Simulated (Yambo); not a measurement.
# AlN (F-43m) in Yambo: notebook, part 4 of 4

Yambo 5.3.0. The steps go on from the part before.

**6. GW quasiparticle levels, PBEsol**

Input file gw5.in:

```
gw0
dyson
el_el_corr
rim_cut
HF_and_locXC
ppa
em1d
RandQpts= 1000000
RandGvec= 50 RL
EXXRLvcs= 84 Ry
VXCRLvcs= 84 Ry
Chimod= "HARTREE"
% BndsRnXp
 1 | 104 |
%
NGsBlkXp= 12 Ry
% LongDrXp
 1 | 1 | 1 |
%
PPAPntXp= 27.21138 eV
% GbndRnge
 1 | 104 |
%
GTermKind= "BG"
DysSolver= "n"
ExtendOut
% QPkrange
 1 | 8 | 2 | 8 |
%
```

Input file scf.in:

```
&CONTROL
  calculation = 'scf'
  prefix = 'pwscf'
  outdir = './tmp'
  pseudo_dir = './pseudo'
/
&SYSTEM
  ibrav = 0
  nat = 2
  ntyp = 2
  ecutwfc = 84
  nbnd = 9
  occupations = 'smearing'
  smearing = 'fd'
  degauss = 0.00367493
  force_symmorphic = .true.
/
&ELECTRONS
  conv_thr = 4d-10
  electron_maxstep = 120
  mixing_beta = 0.5
/
ATOMIC_SPECIES
Al    26.9815 Al.upf
N     14.0070 N.upf
CELL_PARAMETERS angstrom
   0.0000000000    2.1839935596    2.1839935596
   2.1839935596    0.0000000000    2.1839935596
   2.1839935596    2.1839935596    0.0000000000
ATOMIC_POSITIONS crystal
Al     0.0000000000    0.0000000000    0.0000000000
N      0.2500000000    0.2500000000    0.2500000000
K_POINTS automatic
10 10 10 0 0 0
```

Input file nscf.in:

```
&CONTROL
  calculation = 'nscf'
  prefix = 'pwscf'
  outdir = './tmp'
  pseudo_dir = './pseudo'
/
&SYSTEM
  ibrav = 0
  nat = 2
  ntyp = 2
  ecutwfc = 84
  nbnd = 104
  occupations = 'fixed'
  force_symmorphic = .true.
/
&ELECTRONS
  conv_thr = 1d-08
  diago_full_acc = .true.
  diago_thr_init = 1d-06
/
ATOMIC_SPECIES
Al    26.9815 Al.upf
N     14.0070 N.upf
CELL_PARAMETERS angstrom
   0.0000000000    2.1839935596    2.1839935596
   2.1839935596    0.0000000000    2.1839935596
   2.1839935596    2.1839935596    0.0000000000
ATOMIC_POSITIONS crystal
Al     0.0000000000    0.0000000000    0.0000000000
N      0.2500000000    0.2500000000    0.2500000000
K_POINTS automatic
4 4 4 0 0 0
```

Input file gw5_1.in:

```
gw0
dyson
el_el_corr
rim_cut
HF_and_locXC
ppa
em1d
RandQpts= 1000000
RandGvec= 50 RL
EXXRLvcs= 84 Ry
VXCRLvcs= 84 Ry
Chimod= "HARTREE"
% BndsRnXp
 1 | 104 |
%
NGsBlkXp= 12 Ry
% LongDrXp
 1 | 1 | 1 |
%
PPAPntXp= 27.21138 eV
% GbndRnge
 1 | 104 |
%
GTermKind= "BG"
DysSolver= "n"
ExtendOut
% QPkrange
 1 | 8 | 2 | 8 |
%
GfnQPdb= "E < gw5/ndb.QP"
XfnQPdb= "E < gw5/ndb.QP"
```

Input file gw5_2.in:

```
gw0
dyson
el_el_corr
rim_cut
HF_and_locXC
ppa
em1d
RandQpts= 1000000
RandGvec= 50 RL
EXXRLvcs= 84 Ry
VXCRLvcs= 84 Ry
Chimod= "HARTREE"
% BndsRnXp
 1 | 104 |
%
NGsBlkXp= 12 Ry
% LongDrXp
 1 | 1 | 1 |
%
PPAPntXp= 27.21138 eV
% GbndRnge
 1 | 104 |
%
GTermKind= "BG"
DysSolver= "n"
ExtendOut
% QPkrange
 1 | 8 | 2 | 8 |
%
GfnQPdb= "E < gw5_1/ndb.QP"
XfnQPdb= "E < gw5_1/ndb.QP"
```

Input file gw5_3.in:

```
gw0
dyson
el_el_corr
rim_cut
HF_and_locXC
ppa
em1d
RandQpts= 1000000
RandGvec= 50 RL
EXXRLvcs= 84 Ry
VXCRLvcs= 84 Ry
Chimod= "HARTREE"
% BndsRnXp
 1 | 104 |
%
NGsBlkXp= 12 Ry
% LongDrXp
 1 | 1 | 1 |
%
PPAPntXp= 27.21138 eV
% GbndRnge
 1 | 104 |
%
GTermKind= "BG"
DysSolver= "n"
ExtendOut
% QPkrange
 1 | 8 | 2 | 8 |
%
GfnQPdb= "E < gw5_2/ndb.QP"
XfnQPdb= "E < gw5_2/ndb.QP"
```

Input file gw5_4.in:

```
gw0
dyson
el_el_corr
rim_cut
HF_and_locXC
ppa
em1d
RandQpts= 1000000
RandGvec= 50 RL
EXXRLvcs= 84 Ry
VXCRLvcs= 84 Ry
Chimod= "HARTREE"
% BndsRnXp
 1 | 104 |
%
NGsBlkXp= 12 Ry
% LongDrXp
 1 | 1 | 1 |
%
PPAPntXp= 27.21138 eV
% GbndRnge
 1 | 104 |
%
GTermKind= "BG"
DysSolver= "n"
ExtendOut
% QPkrange
 1 | 8 | 2 | 8 |
%
GfnQPdb= "E < gw5_3/ndb.QP"
XfnQPdb= "E < gw5_3/ndb.QP"
```

Potentials or basis: PseudoDojo 0.4.1 SR PBEsol standard.

The run is started by

```console
OMP_NUM_THREADS=1 pw.x -in scf.in > scf.out
OMP_NUM_THREADS=1 pw.x -in nscf.in > nscf.out
cd tmp/pwscf.save; p2y; mv SAVE ../..; cd ../..
OMP_NUM_THREADS=1 yambo
mkdir -p gw5; ln -s $PWD/g0w00/ndb.RIM gw5/
OMP_NUM_THREADS=1 yambo -F gw5.in -J gw5 -C gw5_out
mkdir -p gw5_1; ln -s $PWD/g0w00/ndb.RIM gw5_1/
OMP_NUM_THREADS=1 yambo -F gw5_1.in -J gw5_1 -C gw5_1_out
# levels in gw5_1/ndb.QP reset to Eo + Z (Sx + Sc(Eo) - Vxc - shift), the shift holding the valence top or Fermi level at zero
mkdir -p gw5_2; ln -s $PWD/g0w00/ndb.RIM gw5_2/
OMP_NUM_THREADS=1 yambo -F gw5_2.in -J gw5_2 -C gw5_2_out
# levels in gw5_2/ndb.QP reset to Eo + Z (Sx + Sc(Eo) - Vxc - shift), the shift holding the valence top or Fermi level at zero
mkdir -p gw5_3; ln -s $PWD/g0w00/ndb.RIM gw5_3/
OMP_NUM_THREADS=1 yambo -F gw5_3.in -J gw5_3 -C gw5_3_out
# levels in gw5_3/ndb.QP reset to Eo + Z (Sx + Sc(Eo) - Vxc - shift), the shift holding the valence top or Fermi level at zero
mkdir -p gw5_4; ln -s $PWD/g0w00/ndb.RIM gw5_4/
OMP_NUM_THREADS=1 yambo -F gw5_4.in -J gw5_4 -C gw5_4_out
# levels in gw5_4/ndb.QP reset to Eo + Z (Sx + Sc(Eo) - Vxc - shift), the shift holding the valence top or Fermi level at zero
```

Yambo's report:

```text
[... sections 02.01 to 02.04 as in the set-up run ...]

  [02.05] Energies & Occupations
  ==============================

  [X] === General ===
  [X] Electronic Temperature                        :  0.000000  0.000000 [eV K]
  [X] Bosonic    Temperature                        :  0.000000  0.000000 [eV K]
  [X] Finite Temperature mode                       : no
  [X] El. density                                   :  0.38398E+24 [cm-3]
  [X] Fermi Level                                   :  6.862801 [eV]

  [X] === Gaps and Widths ===
  [X] Conduction Band Min                           :  3.188299 [eV]
  [X] Valence Band Max                              :  0.000000 [eV]
  [X] Filled Bands                                  :   4
  [X] Empty Bands                                   :    5  104
  [X] Direct Gap                                    :  4.118432 [eV]
  [X] Direct Gap localized at k                     :  1
[... 366 lines left out ...]
   QP tot states                                    :   56
   GW solver                                        : Newton
   GW approximation                                 : PPA
   PPA imaginary Energy                             :  27.21138 ev
   RIM G`s                                          :   51
   RIM random pts                                   :  1000000
   dS/dw steps                                      :  2
   dS/dw step                                       :  0.100000 ev
   X G`s                                            :  137 used
   X G`s                                            :  137 disk
   X bands                                          :    1  104
   X poles                                          :  100.0000 o/o
   X e/h E range                                    : -1.000000 -1.000000 ev
   X Hxc Kernel                                     : HARTREE
   X BZ energy Double Grid                          : no
   X Optical Averaged directions                    : none
   Sc/G bands                                       :    1  104
   Sc/G damping                                     :  0.100000 ev
   Sc bands terminator                              : yes
   Sc terminator kind                               : BG
   Sc Terminator pole                               :  40.81708
   Sx RL components                                 :  1893

   QP @ state[ 1 ] K range                          :   1   8
   QP @ state[ 1 ] b range                          :   2   8
   GF energies kind                                 : Perdew, Burke & Ernzerhof SOL(X)+Perdew, Burke & Ernzerhof SOL(C)
   GF WF`s kind                                     : Perdew, Burke & Ernzerhof SOL(X)+Perdew, Burke & Ernzerhof SOL(C)
   Xs energies kind                                 : Perdew, Burke & Ernzerhof SOL(X)+Perdew, Burke & Ernzerhof SOL(C)
   Xs WF`s kind                                     : Perdew, Burke & Ernzerhof SOL(X)+Perdew, Burke & Ernzerhof SOL(C)
```

o-gw5.qp:

```text
# GW solver                                       : Newton
# GW approximation                                : PPA
# PPA imaginary Energy                            :   27.2113800    [ev]
[... 85 lines left out ...]
         8                  7                 11.86341           12.49398           0.630577          -10.36850          -4.176839          -5.410699          -5.561087          -6.488428           0.807463          -0.001078          -17.95571           36.65753
         8                  8                 12.09724           13.11387           1.016628          -13.56496          -6.831316          -5.457375          -5.717014          -6.948971           0.796577          -0.828615E-3       -17.62711           37.34090
#
```

Run time: 21 min. Hardware: 1 thread of Arm Neoverse V2, shared host; peak memory 0.33 GiB.

Results:

```
Band gap on the k mesh, mean-field level          : 3.19 eV, indirect (least direct gap 4.12 eV)
Quasiparticle gap                                 : 5.43 eV
Least direct quasiparticle gap                    : 6.45 eV
Quasiparticle gap at Γ                            : 6.45 eV
Band gap of the same states before the correction : 3.19 eV
```

Quasiparticle terms (eV):
```csv
k point,band,Kohn-Sham level,Vxc,Σx,Σc,Z,result
"(0.000, 0.000, 0.000)",2,0.00,-16.79,-20.93,2.66,0.82,-0.01
"(0.000, 0.000, 0.000)",3,0.00,-16.79,-20.93,2.67,0.82,0.00
"(0.000, 0.000, 0.000)",4,0.00,-16.79,-20.93,2.66,0.82,-0.01
"(0.000, 0.000, 0.000)",5,4.12,-12.63,-8.01,-3.37,0.86,6.45
"(0.000, 0.000, 0.000)",6,12.47,-10.04,-4.12,-4.30,0.87,15.16
"(0.000, 0.000, 0.000)",7,12.47,-10.04,-4.12,-4.31,0.87,15.15
"(0.000, 0.000, 0.000)",8,12.47,-10.04,-4.12,-4.31,0.87,15.15
"(0.000, 0.000, 0.250)",2,-3.29,-14.33,-19.27,2.99,0.82,-3.69
"(0.000, 0.000, 0.250)",3,-0.26,-16.58,-20.81,2.70,0.82,-0.31
"(0.000, 0.000, 0.250)",4,-0.26,-16.58,-20.81,2.71,0.82,-0.30
"(0.000, 0.000, 0.250)",5,6.37,-13.02,-7.91,-3.62,0.86,8.91
"(0.000, 0.000, 0.250)",6,10.86,-11.64,-5.52,-4.30,0.86,13.70
"(0.000, 0.000, 0.250)",7,12.23,-9.98,-4.00,-4.31,0.87,14.95
"(0.000, 0.000, 0.250)",8,12.23,-9.98,-4.00,-4.32,0.87,14.95
"(0.000, 0.000, -0.500)",2,-5.92,-12.61,-18.41,3.52,0.67,-6.47
"(0.000, 0.000, -0.500)",3,-0.49,-16.44,-20.77,2.75,0.82,-0.57
"(0.000, 0.000, -0.500)",4,-0.49,-16.44,-20.77,2.74,0.82,-0.58
"(0.000, 0.000, -0.500)",5,7.28,-11.16,-5.90,-3.80,0.87,9.83
"(0.000, 0.000, -0.500)",6,9.74,-13.30,-6.82,-4.44,0.84,12.71
"(0.000, 0.000, -0.500)",7,11.05,-9.71,-3.98,-4.14,0.87,13.72
```

Caveat: the k mesh is coarse (spacing up to 0.62 Å⁻¹), so the values aren't converged; between passes the levels were reset to the linearisation about the Kohn-Sham level, since this version mixes two points of expansion; the levels printed in its table differ; this version prints the column dSc/dw multiplied by 27.2; the terminator is approximate in this version, by hundredths of an eV. A k mesh can miss the band edges.
